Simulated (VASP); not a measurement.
**SnSe: single point with PBE**

SnSe:

```xyz
8
Lattice="11.4200 0.0000 0.0000 0.0000 4.1900 0.0000 0.0000 0.0000 4.4600" Properties=species:S:1:pos:R:3 pbc="T T T"
Sn   10.0153    3.1425    4.0541
Sn    7.1147    1.0475    1.8241
Sn    4.3053    3.1425    2.6359
Sn    1.4047    1.0475    0.4059
Se    7.3431    3.1425    4.3886
Se    9.7869    1.0475    2.1586
Se    1.6331    3.1425    2.3014
Se    4.0769    1.0475    0.0714
```

```json
{
  "Program": "VASP 6.6.1",
  "Task": "single point",
  "Functional": "PBE",
  "Potentials or basis": "VASP PAW PBE potentials, release 64 (Sn_d, Se)",
  "Cutoff": "520 eV",
  "k mesh": "3 × 6 × 6",
  "Occupations": "gaussian, width 0.012 eV",
  "Spin": "no spin polarisation"
}
```

```json
{
 "Pressure": "2.4 GPa",
 "Largest force": "0.326 eV/Å",
 "Band gap on the k mesh": "0.54 eV, indirect (least direct gap 0.70 eV)"
}
```

Forces on the atoms (eV/Å):
```
Sn   0.326  0.000 -0.010
Sn  -0.326  0.000 -0.010
Sn   0.326  0.000  0.010
Sn  -0.326  0.000  0.010
Se  -0.269  0.000  0.020
Se   0.269  0.000  0.020
Se  -0.269  0.000 -0.020
Se   0.269  0.000 -0.020
```

Stress tensor (GPa, compression positive):
```
4.27 0.00 0.00
0.00 1.60 0.00
0.00 0.00 1.39
```

Levels at points of the mesh, in eV from the valence-band top:
```tsv
k point	band 36	band 37	band 38	band 39	band 40	band 41	band 42	band 43	band 44	band 45
(0.00, 0.00, 0.00)	-1.83	-1.56	-1.20	-0.78	-0.56	0.79	2.95	3.03	3.06	3.33
(0.00, 0.50, 0.00)	-1.72	-1.02	-1.02	-0.75	-0.75	0.90	0.90	1.39	1.39	1.65
(0.00, 0.00, 0.50)	-1.50	-0.78	-0.78	-0.32	-0.32	1.25	1.25	1.58	1.58	1.64
(0.00, 0.50, 0.50)	-3.19	-2.25	-2.25	-1.52	-1.52	2.86	2.86	3.11	3.11	4.86
```

It took 2.8 min on 1 thread of Intel(R) Xeon(R) 6975P-C (Granite Rapids), on a shared host, peak memory 0.46 GiB.

The gap isn't set beside the measured one, since this odd mesh misses points on the zone boundary.

Caveat: spin-orbit coupling is left out, which moves the levels of the heavy elements; an odd mesh through Γ misses points on the zone boundary, where band edges often lie.
